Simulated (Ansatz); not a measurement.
# GaN: response to strain

Aim: deform GaN (zz strain of -2 %) and compute stress, forces and field gradients with LAPW, PAW and all-electron datasets made for the crystal.

Method: DFT PBEsol, scalar-relativistic, in Ansatz 0.2.0.

2 further runs of the same task are left out: 2 set aside as unsound or not needed.

**1. The system as given**

Symmetry: Fm-3m, No. 225, cubic system. Conventional cell: a = 3.985 Å, b = 3.985 Å, c = 3.985 Å, α = 90.00°, β = 90.00°, γ = 90.00°. Ga (site symmetry m-3m) has 6 N at 1.99 Å as nearest neighbours. N (site symmetry m-3m) is surrounded by 6 Ga at 1.99 Å.

Structure file:

```xyz
2
Lattice="0.0000 1.9925 1.9925 1.9925 0.0000 1.9925 1.9925 1.9925 0.0000" Properties=species:S:1:pos:R:3 pbc="T T T"
Ga    1.9925    1.9925    1.9925
N     0.0000    0.0000    0.0000
```

Atoms are numbered in the order of the input: Ga1, N2.

**2. The deformed structure**

Space group Fm-3m before, I4/mmm after.

**3. LAPW, all electrons**

File input.yaml:

```yaml
crystal:
  lattice:
    - [0.0, 1.9925, 1.95265]
    - [1.9925, 0.0, 1.95265]
    - [1.9925, 1.9925, 0.0]
  atoms:
    - { symbol: Ga, position: [0.5, 0.5, 0.5] }
    - { symbol: "N", position: [0.0, 0.0, 0.0] }
kpoints:
  mp_grid: { grid: [10, 10, 10] }
  band_path:
    path:
      - [0.0, 0.0, 0.0]
      - [0.0, 0.5, 0.5]
      - [0.25, 0.75, 0.5]
      - [0.0, 0.5, 0.0]
      - [0.0, 0.0, 0.0]
      - [0.5, 0.5, 0.0]
      - [0.3801541025, 0.6198458975, 0.0]
      - [-0.3801541025, 0.3801541025, 0.0]
      - [0.0, 0.0, 0.0]
    npoints: 5
scf:
  occupations: { method: fermi_dirac, width: 0.02 }
hamiltonian:
  xc: pbesol
  pseudopotentials: { kind: all_electron, lapw: { basis_error: 0.00025 } }
output:
  forces: true
  stress: true
  eigenvalues: true
```

Run with:

```sh
$ ansatz run input.yaml --threads 1 --pin off --max-ram 3072MiB --backend cpu --events-out ev --progress --plain --runs-dir out
```

The program printed, cut to the lines that bear on the results:

```text
LAPW: plane waves up to 11.327 Å⁻¹, error target 2.5e-4 eV per atom; small_component_spin mean_spin; N in spheres of 0.861 Å, 7 of its electrons in bands, Dirac shells []; Ga in spheres of 1.092 Å, 21 of its electrons in bands, Dirac shells []
[...]
Pseudopotentials: kind: all_electron
Pseudopotential: Ga, LAPW, valence charge 21, Koelling and Harmon's equation, gaussian nucleus
Pseudopotential: N, LAPW, valence charge 7, Koelling and Harmon's equation, gaussian nucleus
Functional definition: PBEsol
[...]
Crystal: 2 atoms, lattice volume = 15.504 Å³
Basis set: ecut = 488.8617264586165 eV, 363 PW (Γ), exchange–correlation at level 2
Bands: 18, of which v1, the nominal top of the filled ones, is band 14 counted from 1 (13 counted from 0)
Symmetry: 16 space group operations
Space group: I4/mmm (ITA 139), of the structure as read, at distance tolerance 2.5e-5 Å
k-points: 102 of 1000
[...]
SCF iter   1: F=—  HF=-54346.378026 eV  |F-HF|=—  |Δ(HF+E_count)|=         —  Δρ=1.63e-1  dr2=4.16e0  ethr=1.49e-2  ⟨swp⟩=2.0  Hψ=11887  notcnv=0
[...]
the basis was enlarged: its passes take 257.4 KiB over the memory plan, 1 of 1 planned eigensolver slots
[...]
SCF iter   7: F=-54344.372208 eV  HF=-54344.372208 eV  |F-HF|=1.04e-9  |Δ(HF+E_count)|=   5.65e-7  Δρ=6.45e-6  dr2=3.03e-9  ethr=2.50e-9  ⟨swp⟩=2.6  Hψ=5179  notcnv=0
[...]
NSCF: frozen V_eff on 41 k-points
SCF converged after 7 iterations
Free energy (F): -54344.372208 eV
[...]
E sigma→0 (E₀):  -54344.372208 eV
Fermi energy:    20.375881 eV
[...]
--- Forces (eV/Å), atoms counted from 1 ---
  atom   1  Ga     0.00000000     0.00000000     0.00000000
  atom   2  N     -0.00000000     0.00000000    -0.00000000
[...]
--- Stress (GPa, compression-positive) ---
       65.201940       0.000000       0.000000
        0.000000      65.201940       0.000000
        0.000000       0.000000      76.601125
  P = ⅓ Tr σ = 69.0017 GPa (690.017 kbar)
--- Band table (eV; the first three rows and the last of 102) ---
  k-point 0: bands = ["-353.8246", "-122.8468", "-73.7773", "-73.7773", "-73.7579", "-0.0076", "5.3483", "5.3483", "5.3763", "5.5011", "5.5342", "18.5777", "18.7707", "18.7707", "24.2250", "35.0870", "35.0870", "35.2447"]
[...]
```

Run time: 10 s. Hardware: 1 thread of Intel Xeon 6975P-C (Granite Rapids), shared host; peak memory 0.49 GiB.

Read from it: pressure 69.00 GPa; gap 1.68 eV.

**4. PAW on the default files**

File input.yaml:

```yaml
crystal:
  lattice:
    - [0.0, 1.9925, 1.95265]
    - [1.9925, 0.0, 1.95265]
    - [1.9925, 1.9925, 0.0]
  atoms:
    - { symbol: Ga, position: [0.5, 0.5, 0.5] }
    - { symbol: "N", position: [0.0, 0.0, 0.0] }
kpoints:
  mp_grid: { grid: [10, 10, 10] }
scf:
  occupations: { method: fermi_dirac, width: 0.02 }
hamiltonian:
  xc: pbesol
  pseudopotentials: { kind: paw }
output:
  forces: true
  stress: true
  eigenvalues: true
  efg: { contact_densities: true }
  write_density: true
  write_potential: true
  elf: true
  volumetric_format: npy
```

Run with:

```sh
$ ansatz run input.yaml --threads 1 --pin off --max-ram 3072MiB --backend cpu --events-out ev --progress --plain --runs-dir out
```

The program printed:

```text
Engine: ansatz 0.2.0
Pseudopotentials: kind: paw
Pseudopotential: Ga, paw, valence charge 13, recommended cutoff 420 eV (normal)
Pseudopotential: N, paw, valence charge 5, recommended cutoff 420 eV (normal)
[... 1 set-up line as earlier in the session ...]
  exchange = pbesol_x
  correlation = pbesol_c
Crystal: 2 atoms, lattice volume = 15.504 Å³
Basis set: ecut = 420 eV, 323 PW (Γ), exchange–correlation on 40×40×40 points (8 copies of the dense FFT grid, shifted against one another)
Bands: 13, of which v1, the nominal top of the filled ones, is band 9 counted from 1 (8 counted from 0)
[... 2 set-up lines as earlier in the session ...]
k-points: 102 of 1000
Non-local potential: Ga, projectors of the file, l = 0: 2, l = 1: 2, l = 2: 3, l = 3: 1
Non-local potential: N, projectors of the file, l = 0: 2, l = 1: 2, l = 2: 1
PAW form: soft (Blöchl's): semilocal exchange-correlation on the pseudo side does not see the compensation charge
PAW frozen core: Ga, regenerated for the run's functional, and the local potential with it (the file was generated under x = pbe(κ = 0.804, μ = 0.2195149727645171), c = pbe(β = 0.06672455060314922))
PAW frozen core: N, regenerated for the run's functional, and the local potential with it (the file was generated under x = pbe(κ = 0.804, μ = 0.2195149727645171), c = pbe(β = 0.06672455060314922))
PAW one-centre angular grid: Ga, 590 points (default); XC on 64 Gauss nodes
PAW one-centre angular grid: N, 110 points (default); XC on 64 Gauss nodes
Initial density: superposition of atomic densities (neutral atoms: chi_scale 0, normalization atom), corrected by the library's trained network
Initial wavefunctions: pseudopotential atomic-orbital guess
Functional: x = pbesol(κ = 0.804, μ = 0.12345679012345678), c = pbesol(β = 0.046)
SCF iter   1: F=—  HF=-4121.406008 eV  |F-HF|=—  |Δ(HF+E_count)|=         —  Δρ=1.66e-2  dr2=3.40e-2  ethr=1.77e-3  ⟨swp⟩=4.7  Hψ=6894  notcnv=0
preconditioner: auto → none  [insulator: Δε(μ)=1.513 eV  Ē_g=21.150 eV  σ=0.020 eV  W_gap=1.00  n_scr=8 (ndim 8)  ℏωp=40.0 eV  f_vac=0.000  D(μ)=0.00/eV (n_scr^D=0)  ε∞_Penn≈4.6]
SCF iter   2: F=—  HF=-4121.394678 eV  |F-HF|=—  |Δ(HF+E_count)|=   1.13e-2  Δρ=3.80e-3  dr2=1.58e-3  ethr=1.89e-4  ⟨swp⟩=2.4  Hψ=3004  notcnv=0
SCF iter   3: F=—  HF=-4121.394178 eV  |F-HF|=—  |Δ(HF+E_count)|=   5.00e-4  Δρ=9.27e-4  dr2=6.19e-5  ethr=8.79e-6  ⟨swp⟩=2.1  Hψ=2134  notcnv=0
SCF iter   4: F=—  HF=-4121.394168 eV  |F-HF|=—  |Δ(HF+E_count)|=   1.01e-5  Δρ=4.37e-4  dr2=1.30e-5  ethr=3.44e-7  ⟨swp⟩=2.5  Hψ=2247  notcnv=0
iter 5 did not close the SCF: its close was put off for the readings that it lacked (scf_convergence_deferred on its scf_iter line)
SCF iter   5: F=-4121.394167 eV  HF=-4121.394167 eV  |F-HF|=3.36e-8  |Δ(HF+E_count)|=   6.16e-7  Δρ=4.05e-5  dr2=6.19e-8  ethr=7.23e-8  ⟨swp⟩=2.1  Hψ=2161  notcnv=0
SCF iter   6: F=-4121.394167 eV  HF=-4121.394167 eV  |F-HF|=1.47e-9  |Δ(HF+E_count)|=   4.67e-8  Δρ=3.23e-6  dr2=8.29e-10  ethr=3.44e-10  ⟨swp⟩=5.3  Hψ=7353  notcnv=0
SCF 1 converged in 6 iterations: F = -4121.394167 eV  dr2 = 8.29e-10
SCF converged after 6 iterations
Free energy (F): -4121.394167 eV
Harris-Foulkes:  -4121.394167 eV  (|F-HF|=1.47e-9)
Internal energy: -4121.394167 eV  (E = F + TS)
E sigma→0 (E₀):  -4121.394167 eV
Fermi energy:    17.777260 eV
--- Per-component energies (eV) ---
  E_band       = 107.516486
  E_kinetic    = 258.165431
  E_local      = -1499.163535  (includes V_loc(G=0)·N_el)
  E_nonlocal   = 480.079545
  E_hartree    = 725.241906
  E_xc         = -131.241211
  E_vxc        = -138.677607  (∫ρ·V_xc dr)
  E_paw        = -2079.995721  (= ΣΔE_a)
  E_vpaw       = -443.369831  (= ΣTr[D̂ρ^β])
  E_aug_tail   = 0.000079  (compensation charges beyond the density's cutoff)
  E_ewald      = -1875.371739
  E_core_change = 0.891077  (= ΣΔE_core)
  E_smearing   = -0.000000  (= −TS)
  E_closure    = -0.000000  (closes the sum)
  Σ components = -4121.394167   (vs F -4121.394167, Δ=0.00e0)
--- Forces (eV/Å), atoms counted from 1 ---
  atom   1  Ga     0.00000000     0.00000000     0.00000000
  atom   2  N     -0.00000000     0.00000000     0.00000000
  max |Σ_I F_I| component: 1.38e-29 eV/Å
--- Stress (GPa, compression-positive) ---
       65.083890       0.000000       0.000000
        0.000000      65.083890       0.000000
        0.000000       0.000000      76.498639
  P = ⅓ Tr σ = 68.8888 GPa (688.888 kbar)
--- PAW observables at the nuclei: V_zz in 10²¹ V/m², potentials from the cell's mean, atoms counted from 1 ---
  atom   1  Ga V_zz =    -2.187689   η = 0.0000   by run symmetry: allowed
            electrostatic potential = -4142.194124 V   contact ρ = 187020.182276 e/Å³
  atom   2  N  V_zz =    +0.062554   η = 0.0000   by run symmetry: allowed
            electrostatic potential = -526.138799 V   contact ρ = 1403.590204 e/Å³
--- Band table (eV; the first three rows and the last of 102) ---
  k-point 0: bands = ["-2.6076", "2.7672", "2.7672", "2.7942", "2.9199", "2.9547", "15.9742", "16.1666", "16.1666", "21.5992", "32.4989", "32.4989", "32.6551"]
  k-point 1: bands = ["-2.3707", "2.7541", "2.7806", "2.8028", "2.8987", "2.9253", "15.0387", "16.1100", "16.2044", "22.3564", "29.9880", "32.0854", "32.3851"]
  k-point 2: bands = ["-1.6795", "2.7006", "2.7231", "2.7482", "2.9376", "2.9427", "12.8610", "16.2769", "16.3116", "23.3814", "28.1595", "30.3222", "30.8745"]
  k-point 101: bands = ["0.0027", "2.4394", "3.1203", "3.2595", "3.2595", "6.5832", "8.0719", "12.8886", "12.8886", "18.5906", "24.5876", "30.9636", "33.8828"]
```

Wall time 2.4 s (1 thread of Intel Xeon 6975P-C (Granite Rapids), shared host); peak memory 0.41 GiB.

This run gives: pressure 68.89 GPa; gap on the k mesh 1.68 eV; Vzz Ga1 -2.19 (η = 0.00), N2 0.06 (η = 0.00) (10²¹ V/m²).

The fields are shown in the conventional cell of this run's space group, carried over from its grid by interpolation.

Density in a lattice plane of the grid's cell (edges 2.82 and 3.91 Å, at 0.000 of the third edge), which holds Ga and N.

Ten even steps from ' ' (0.13 e/Å³) to '@' (47.94 e/Å³):
```
                                    
                                    
                                    
                                    
                                    
                                    
                                    
::..                              ..
##++::..                      ..::++
@@##==..                      ..==##
##++::..                      ..::++
::..                              ..
                                    
                                    
                                    
                                    
                                    
                                    
                                    
                                    
```
Columns run along the first of these edges and rows up along the second, over one cell in 18 and 20 even steps from the bottom left corner. Atoms in the plane (fractional): Ga at (0.00, 0.50), N at (0.00, 0.00).

ELF in the same plane.

Ten even steps from '0' (0.00) to '9' (0.81):
```
236899642124699863
789998532123589998
999986421112468999
988764210001246788
444332110001123344
222221110001112222
111221111111112211
000122111111122100
000012211111221000
410012211111221001
000012211111221000
000122111111122100
111221111111112211
222221110001112222
444332110001123344
988764210001246788
999986421112468999
789998532123589998
236899642124699863
015899742124799851
```
Columns run along the first of these edges and rows up along the second, over one cell in 18 and 20 even steps from the bottom left corner. Atoms in the plane (fractional): Ga at (0.00, 0.50), N at (0.00, 0.00).

Both are smooth fields of the valence electrons: close to the nuclei they are not physical.

Outside the cores ELF peaks at 0.81 in the shell around N, 0.6 Å from N.

**5. Datasets made for this crystal**

input.yaml: that of step 4 with these lines changed.

```diff
@@ -14,3 +14,3 @@
   xc: pbesol
-  pseudopotentials: { kind: paw }
+  pseudopotentials: { kind: all_electron, datasets: crystal }
 output:
@@ -20,5 +20 @@
   efg: { contact_densities: true }
-  write_density: true
-  write_potential: true
-  elf: true
-  volumetric_format: npy
```

Run with:

```sh
$ ansatz run input.yaml --threads 1 --pin off --max-ram 3072MiB --backend cpu --events-out ev --progress --plain --runs-dir out
```

The program printed, cut to the lines that bear on the results:

```text
[...]
[... 1 set-up line as earlier in the session ...]
Pseudopotential: Ga, paw, valence charge 21, recommended cutoff 480 eV (normal), Koelling and Harmon's equation, gaussian nucleus
Pseudopotential: N, paw, valence charge 5, recommended cutoff 480 eV (normal), Koelling and Harmon's equation, gaussian nucleus
[... 1 set-up line as earlier in the session ...]
[...]
Crystal: 2 atoms, lattice volume = 15.504 Å³
Basis set: ecut = 480 eV, 339 PW (Γ), exchange–correlation on 40×40×48 points (8 copies of the dense FFT grid, shifted against one another)
Bands: 13, of which v1, the nominal top of the filled ones, is band 9 counted from 1 (8 counted from 0)
[... 2 set-up lines as earlier in the session ...]
k-points: 102 of 1000
[...]
  atom   1  Ga     0.00000000     0.00000000     0.00000000
  atom   2  N     -0.00000000     0.00000000    -0.00000000
[...]
--- Stress (GPa, compression-positive) ---
       65.202952       0.000000       0.000000
        0.000000      65.202952       0.000000
        0.000000       0.000000      76.600743
  P = ⅓ Tr σ = 69.0022 GPa (690.022 kbar)
  It holds what live shells' own plane waves past their cutoff add
--- PAW observables at the nuclei: V_zz in 10²¹ V/m², potentials from the cell's mean, atoms counted from 1 ---
  atom   1  Ga V_zz =    -2.187684   η = 0.0000   by run symmetry: allowed
            electrostatic potential = -4140.277915 V   contact ρ = 187088.075146 e/Å³
  atom   2  N  V_zz =    +0.058494   η = 0.0000   by run symmetry: allowed
            electrostatic potential = -525.316651 V   contact ρ = 1403.828416 e/Å³
--- Band table (eV; the first three rows and the last of 102) ---
  k-point 0: bands = ["-0.0076", "5.3482", "5.3482", "5.3764", "5.5012", "5.5340", "18.5777", "18.7707", "18.7707", "24.2250", "35.0870"]
[...]
```

Run time: 6.9 s. Hardware: 1 thread of Intel Xeon 6975P-C (Granite Rapids), shared host; peak memory 0.59 GiB.

Result: pressure 69.00 GPa; gap on the k mesh 1.68 eV; Vzz Ga1 -2.19 (η = 0.00), N2 0.06 (η = 0.00) (10²¹ V/m²).

**6. Stress and forces compared**

Stress (GPa, compression positive):

```tsv
method	xx	yy	zz	yz	xz	xy
LAPW, undeformed (earlier run)	58.81	58.81	58.81	0.00	0.00	0.00
LAPW	65.20	65.20	76.60	0.00	0.00	0.00
PAW	65.08	65.08	76.50	0.00	0.00	0.00
crystal datasets	65.20	65.20	76.60	0.00	0.00	0.00
```

| method | pressure (GPa) | gap on the k mesh (eV) | Vzz Ga1 (10²¹ V/m²) | Vzz N2 (10²¹ V/m²) | SCF cycles, all passes |
| --- | --- | --- | --- | --- | --- |
| LAPW | 69.00 | 1.68 | – | – | 7 |
| PAW | 68.89 | 1.68 | -2.19 | 0.06 | 6 |
| crystal datasets | 69.00 | 1.68 | -2.19 | 0.06 | 8 |

**7. Summary of results**

| quantity | value |
| --- | --- |
| pressure | LAPW 69.00, PAW 68.89, crystal datasets 69.00 GPa |
| largest shear or deviatoric stress (LAPW) | 7.60 GPa |

What this shows: Against the undeformed cell the largest change of stress is +17.80 GPa, in the zz component, with the atoms carried along and not relaxed. PAW: stress within 0.12 GPa of LAPW. Crystal datasets: stress within 0.01 GPa of LAPW.
